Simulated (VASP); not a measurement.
# InSb in VASP: how settings move the PBE single point

Aim: see what changed inputs do to the PBE single point of zincblende InSb, under +2.0 % biaxial strain in x and y, free along z.

The runs shown are made with VASP 6.6.1. PAW datasets, plane waves. The values are computed, spin-unpolarised, and not measurements.

**1. The structure to begin with**

The cell comes from an earlier relaxation with r2SCAN in another program, then strained, with the atoms relaxed again.

The symmetry is I-4m2 (No. 119, tetragonal); conventional cell a = 4.731 Å, c = 6.416 Å, 35.89 Å³ an atom. In has 4 Sb at 2.86 Å; Sb has 4 In at 2.86 Å.

Coordinates:

```
CELL_PARAMETERS angstrom
0.00000 3.34510 3.20782
3.34510 0.00000 3.20782
3.34510 3.34510 0.00000
ATOMIC_POSITIONS crystal
In 0.00000 0.00000 0.00000
Sb 0.25000 0.25000 0.25000
```

**2. Reference**

Input file INCAR:

```
ENCUT = 520.000000
SIGMA = 0.020000
EDIFF = 1.00e-07
GGA = PE
PREC = Accurate
IBRION = -1
ISIF = 2
ISMEAR = -1
NBANDS = 16
NELM = 120
NSW = 0
LASPH = .TRUE.
LCHARG = .FALSE.
LWAVE = .FALSE.
LREAL = .FALSE.
```

Input file KPOINTS:

```
KPOINTS created by Atomic Simulation Environment
0
Gamma
6 6 6
0 0 0
```

Input file POSCAR:

```
In Sb
 1.0000000000000000
     0.0000000000000000    3.3451032778999998    3.2078164450000002
     3.3451032778999998    0.0000000000000000    3.2078164450000002
     3.3451032778999998    3.3451032778999998    0.0000000000000000
 In  Sb
   1   1
Cartesian
  0.0000000000000000  0.0000000000000000  0.0000000000000000
  1.6725516389499999  1.6725516389499999  1.6039082225000005
```

A file KPOINTS_OPT adds named points for the levels; it doesn't enter the self-consistent loop.

Potentials: the recommended PBE PAW datasets, 18 valence electrons.

Command:

```console
$ mpirun -np 1 vasp_std
```

**3. Altered input 1**

Input file INCAR:

```
ENCUT = 520.000000
EDIFF = 1.00e-07
GGA = PE
PREC = Accurate
IBRION = -1
ISIF = 2
NBANDS = 16
NELM = 120
NSW = 0
LASPH = .TRUE.
LCHARG = .FALSE.
LWAVE = .FALSE.
LREAL = .FALSE.
ISMEAR = -4
SIGMA = 0.005
```

KPOINTS is that of step 2.

POSCAR is that of step 2.

**4. Altered input 2**

Edit INCAR of step 2 so:

```diff
@@ -3,3 +3,2 @@
 EDIFF = 1.00e-07
-GGA = PE
 PREC = Accurate
@@ -14,2 +13,3 @@
 LWAVE = .FALSE.
-LREAL = .FALSE.
+METAGGA = MS2
+LREAL = Auto
```

KPOINTS is that of step 2.

POSCAR is that of step 2.

**5. Altered input 3**

Edit INCAR of step 2 so:

```diff
@@ -9,3 +9,2 @@
 NBANDS = 16
-NELM = 120
 NSW = 0
@@ -15 +14,2 @@
 LREAL = .FALSE.
+NELM = 57
```

Input file KPOINTS:

```
KPOINTS created by Atomic Simulation Environment
0
Monkhorst-Pack
6 6 6
0 0 0
```

POSCAR is that of step 2.

What does the calculation give? Wanted: for each run, changed; ending; energy change; pressure; electronic steps; usable.

**Answer**, as computed:

| run | changed | ending | energy change (meV/atom) | pressure (GPa) | gap on the mesh (eV; negative: overlap) | electronic steps | time | usable |
| --- | --- | --- | --- | --- | --- | --- | --- | --- |
| ref. | – | converged | 0 | 0.7 | 0.18 | 15 | 44 s | yes |
| 1 | ISMEAR = -4, SIGMA = 0.005 | converged | 0.0 | 0.7 | 0.18 | 15 | 46 s | yes |
| 2 | METAGGA = MS2, LREAL = Auto | converged | – | -1.4 | 0.19 | 18 | 2.3 min | yes |
| 3 | NELM = 57, shifted mesh | converged | -10.2 | 0.6 | 0.50 | 15 | 79 s | yes |

Of 3 altered inputs, 3 gave usable results. Among the usable ones with comparable energies, «NELM = 57, shifted mesh» moves the energy most, by -10.2 meV/atom.
